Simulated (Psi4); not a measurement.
**CHF3 (trifluoromethane) at MP2/aug-pcseg-2 (density fitting, density fitting for correlation, sweep point 3)**

Aim: the vertical ionisation energy of CHF3 (trifluoromethane) at MP2/aug-pcseg-2 (density fitting, density fitting for correlation, sweep point 3), from 2 runs. Input form: a Python script.

The calculation is run with Psi4 1.11.

**1. The structure to begin with**

CHF3 has 5 atoms, charge 0, and is taken as a singlet. As SMILES, `FC(F)F`. The shape is that of a GFN2-xTB optimisation.

Bond lengths: F1–C2 1.328 Å, C2–F3 1.328 Å, C2–F4 1.328 Å, C2–H5 1.104 Å. Angles: F1–C2–F3 108.4°, F1–C2–F4 108.4°, F3–C2–F4 108.4°, F1–C2–H5 110.5°, F3–C2–H5 110.5°, F4–C2–H5 110.5°.

**2. The energy at MP2/aug-pcseg-2 (density fitting, density fitting for correlation, sweep point 3)**

The input, job.py:

```python
import psi4

psi4.set_memory('1600 MB')
psi4.set_num_threads(1)
psi4.core.set_output_file('output.dat', False)

molecule = psi4.geometry("""
0 1
F     -0.667670    -0.332390     1.075060
C      0.018950     0.054610     0.006800
F      1.042420    -0.774930    -0.157420
F     -0.771270    -0.038770    -1.056390
H      0.377570     1.091490     0.131950
units angstrom
symmetry c1
""")

psi4.set_options({
    'basis': 'aug-pcseg-2',
    'puream': True,
    'scf_type': 'df',
    'num_frozen_docc': 4,
})

result = psi4.energy("mp2")
print(f'mp2 energy: {result:.10f} Eh')
```

Run with:

```sh
$ python job.py
```

output.dat:

```text
[...]
  Running in c1 symmetry.
[...]
  Nuclear repulsion =  134.276546019310217
[...]
  Multiplicity = 1
[...]
  Nalpha       = 17
  Nbeta        = 17
[...]
    Number of basis functions: 207
[...]
   @DF-RHF iter   1:  -336.83044649549032   -5.12634e-01   2.29936e-03 ADIIS/DIIS
[...]
   @DF-RHF iter  10:  -336.91088301079367   -1.08002e-11   5.68950e-09 DIIS
[...]
    Orbital Energies [Eh]
    ---------------------
    Doubly Occupied:
       1A    -26.334019     2A    -26.333972     3A    -26.333849
       4A    -11.507622     5A     -1.739934     6A     -1.642937
       7A     -1.642758     8A     -0.990375     9A     -0.850759
      10A     -0.831119    11A     -0.831075    12A     -0.715833
      13A     -0.715774    14A     -0.672351    15A     -0.672271
      16A     -0.655480    17A     -0.595040
[...]
  @DF-RHF Final Energy:  -336.91088301079367
   => Energetics <=
    Nuclear Repulsion Energy =            134.2765460193102172
    One-Electron Energy =                -736.2445223812367203
    Two-Electron Energy =                 265.0570933511328349
    Total Energy =                       -336.9108830107936683
[...]
 Multipole Moments:
 ------------------------------------------------------------------------------------
     Multipole            Electronic (a.u.)      Nuclear  (a.u.)        Total (a.u.)
 ------------------------------------------------------------------------------------
 L = 1.  Multiply by 2.5417464519 to convert [e a0] to [Debye]
 Dipole X            :         -0.3096496            0.5407870            0.2311374
 Dipole Y            :         -0.8960889            1.5631890            0.6671001
 Dipole Z            :         -0.1075298            0.1891236            0.0815938
 Magnitude           :                                                    0.7107071
[...]
```

On the terminal:

```text
mp2 energy: -337.8037424780 Eh
```

Wall time 2.5 s (1 thread of Intel Xeon 6975P-C (Granite Rapids), shared host); peak memory 0.34 GiB.

**3. The doublet cation, same level**

The input, run.py:

```python
import psi4

psi4.set_memory('1600 MB')
psi4.set_num_threads(1)
psi4.set_output_file('output.dat', False)

m = psi4.geometry("""
1 2
F     -0.667670    -0.332390     1.075060
C      0.018950     0.054610     0.006800
F      1.042420    -0.774930    -0.157420
F     -0.771270    -0.038770    -1.056390
H      0.377570     1.091490     0.131950
units angstrom
symmetry c1
""")

options = {'basis': 'aug-pcseg-2', 'reference': 'uhf', 'puream': True, 'scf_type': 'df', 'num_frozen_docc': 4, 'maxiter': 150}
psi4.set_options(options)

E = psi4.energy('mp2', molecule=m)
print(f'mp2 energy: {E:.10f} Eh')
for k, v in sorted(psi4.core.scalar_variables().items()):
    print(f'{k:45s} {v:18.10f}')
```

Run with:

```sh
$ python run.py
```

output.dat:

```text
[...]
  Running in c1 symmetry.
[...]
  Nuclear repulsion =  134.276546019310217
[...]
  Multiplicity = 2
[...]
  Nalpha       = 17
  Nbeta        = 16
[...]
    Number of basis functions: 207
[...]
   @DF-UHF iter   1:  -336.21050734475000    1.07305e-01   2.73412e-03 ADIIS/DIIS
[...]
   @DF-UHF iter  27:  -336.36073891205916   -5.08123e-10   7.87042e-09 DIIS
[...]
   @S^2 Observed:                7.822995310E-01
[...]
    Orbital Energies [Eh]
    ---------------------
    Alpha Occupied:
       1A    -26.692633     2A    -26.690560     3A    -26.690161
       4A    -11.871791     5A     -2.082369     6A     -1.987208
       7A     -1.985899     8A     -1.361932     9A     -1.208194
      10A     -1.166209    11A     -1.165577    12A     -1.061687
      13A     -1.060989    14A     -1.003552    15A     -1.003209
      16A     -0.996040    17A     -0.987508
    Alpha Virtual:
      18A     -0.136367    19A     -0.093462    20A     -0.093410
      21A     -0.088347    22A     -0.043529    23A     -0.029246
      24A     -0.029167    25A     -0.027207    26A     -0.013636
[...]
  @DF-UHF Final Energy:  -336.36073891205916
   => Energetics <=
    Nuclear Repulsion Energy =            134.2765460193102172
    One-Electron Energy =                -724.9082488522353742
    Two-Electron Energy =                 254.2709639208659951
    Total Energy =                       -336.3607389120591620
  UHF NO Occupations:
  HONO-2 :   15  A 1.9944077
  HONO-1 :   16  A 1.9941654
[...]
 Multipole Moments:
 ------------------------------------------------------------------------------------
     Multipole            Electronic (a.u.)      Nuclear  (a.u.)        Total (a.u.)
 ------------------------------------------------------------------------------------
 L = 1.  Multiply by 2.5417464519 to convert [e a0] to [Debye]
 Dipole X            :         -0.0958424            0.5407870            0.4449446
 Dipole Y            :         -0.2661617            1.5631890            1.2970273
 Dipole Z            :         -0.0394378            0.1891236            0.1496858
 Magnitude           :                                                    1.3793699
[...]
```

On the terminal:

```text
mp2 energy: -337.2567763133 Eh
CURRENT CORRELATION ENERGY                         -0.8960374013
CURRENT ENERGY                                   -337.2567763133
CURRENT REFERENCE ENERGY                         -336.3607389121
CUSTOM SCS-MP2 CORRELATION ENERGY                  -0.8643022799
CUSTOM SCS-MP2 TOTAL ENERGY                      -337.2250411919
DD SOLVATION ENERGY                                 0.0000000000
HF KINETIC ENERGY                                 336.5083218258
HF POTENTIAL ENERGY                              -672.8690607379
HF TOTAL ENERGY                                  -336.3607389121
HF VIRIAL RATIO                                     1.9995614286
MP2 CORRELATION ENERGY                             -0.8960374013
MP2 DOUBLES ENERGY                                 -0.8960374013
MP2 OPPOSITE-SPIN CORRELATION ENERGY               -0.6526420917
MP2 SAME-SPIN CORRELATION ENERGY                   -0.2433953096
MP2 SINGLES ENERGY                                 -0.0000000000
MP2 TOTAL ENERGY                                 -337.2567763133
NUCLEAR REPULSION ENERGY                          134.2765460193
ONE-ELECTRON ENERGY                              -724.9082488522
PCM POLARIZATION ENERGY                             0.0000000000
PE ENERGY                                           0.0000000000
SCF ITERATION ENERGY                             -336.3607389121
SCF ITERATIONS                                     27.0000000000
SCF TOTAL ENERGY                                 -336.3607389121
SCS-MP2 CORRELATION ENERGY                         -0.8643022799
SCS-MP2 TOTAL ENERGY                             -337.2250411919
TWO-ELECTRON ENERGY                               254.2709639209
```

It took 4.8 s on 1 thread of Intel Xeon 6975P-C (Granite Rapids), shared host; peak memory 0.34 GiB.

**4. Outcome**

Level: MP2/aug-pcseg-2 (density fitting, density fitting for correlation, sweep point 3), 4 core orbitals frozen.

| quantity | value |
| --- | --- |
| singlet CHF3: total energy | -337.80374 Eh |
| singlet CHF3: HOMO energy (Hartree–Fock orbitals) | -16.19 eV |
| singlet CHF3: LUMO energy (Hartree–Fock orbitals) | 0.64 eV |
| singlet CHF3: HOMO–LUMO gap (Hartree–Fock orbitals) | 16.83 eV |
| singlet CHF3: correlation energy (4 core orbitals frozen) | -892.9 mEh |
| doublet cation: total energy | -337.25678 Eh |
| doublet cation: HOMO energy (Hartree–Fock orbitals) (highest over α and β) | -25.25 eV |
| doublet cation: LUMO energy (Hartree–Fock orbitals) (lowest over α and β) | -13.76 eV |
| doublet cation: correlation energy (4 core orbitals frozen) | -896.0 mEh |
| doublet cation: ⟨S²⟩ of the reference determinant | 0.782 |
| vertical ionisation energy (to the doublet cation) | 14.884 eV |

The vertical ionisation energy comes to 14.88 eV (1436 kJ/mol).
